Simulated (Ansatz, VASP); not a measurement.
Given: the input of a run of VASP 6.6.1 on Ni. 

Contents of INCAR:

```
SYSTEM = Ni
ALGO = Normal
EDIFF = 1E-7
ENCUT = 520
GGA = PE
ISIF = 2
ISMEAR = 0
ISPIN = 2
LASPH = .TRUE.
LCHARG = .TRUE.
LELF = .TRUE.
LMAXMIX = 4
LORBIT = 11
LREAL = .FALSE.
LVHAR = .TRUE.
LWAVE = .FALSE.
MAGMOM = 1
NBANDS = 15
NELM = 150
PREC = Accurate
SIGMA = 0.026000000000000002
```

Contents of KPOINTS:

```
k-points
0
G
  13 13 13
  0 0 0
```

Contents of POSCAR:

```
Ni
1.0
    0.0000000000      1.7375729330      1.7375729330
    1.7375729330      0.0000000000      1.7375729330
    1.7375729330      1.7375729330      0.0000000000
Ni
1
Direct
    0.0000000000      0.0000000000      0.0000000000
```

Potentials or basis: VASP PAW PBE potentials, release 64 (Ni).

Run with:

```bash
$ cat potpaw_PBE.64/Ni/POTCAR > POTCAR
$ mpirun -np 1 vasp_std > vasp.out
```

Question: Set up the same calculation for Ansatz 0.2.0. Potentials or basis there: all-electron LAPW, scalar-relativistic.

Answer: As run (cutoffs and basis follow the program's own potentials, and thresholds, step limits or extra output files can differ):

File input.yaml:

```yaml
crystal:
  lattice:
    - [0.0, 1.737572933, 1.737572933]
    - [1.737572933, 0.0, 1.737572933]
    - [1.737572933, 1.737572933, 0.0]
  atoms:
    - { symbol: Ni, position: [0.0, 0.0, 0.0], spin: 1.0 }
kpoints:
  mp_grid: { grid: [13, 13, 13] }
scf:
  occupations: { method: gaussian, width: 0.026 }
hamiltonian:
  xc: pbe
  pseudopotentials: { kind: all_electron, lapw: { basis_error: 0.001 } }
magnetization:
  spin_polarized: true
output:
  forces: true
  stress: true
  eigenvalues: true
```

Potentials or basis: all-electron LAPW, scalar-relativistic.

The run is started by

```console
$ ansatz run input.yaml --threads 2 --pin off --max-ram 6144MiB --backend cpu --events-out ev --progress --plain --runs-dir out
```

Both were run:

|  | VASP | Ansatz |
| --- | --- | --- |
| Pressure | 7.8 GPa | 8.0 GPa |
| Net moment | 0.62 μB per cell | 0.64 μB per cell |

Where Ansatz's input types no cutoff or centring, it takes its own default and a Γ-centred mesh.

The magnetic state is the one that the start led to; the real crystal's order can differ.

Pressure is positive in compression.
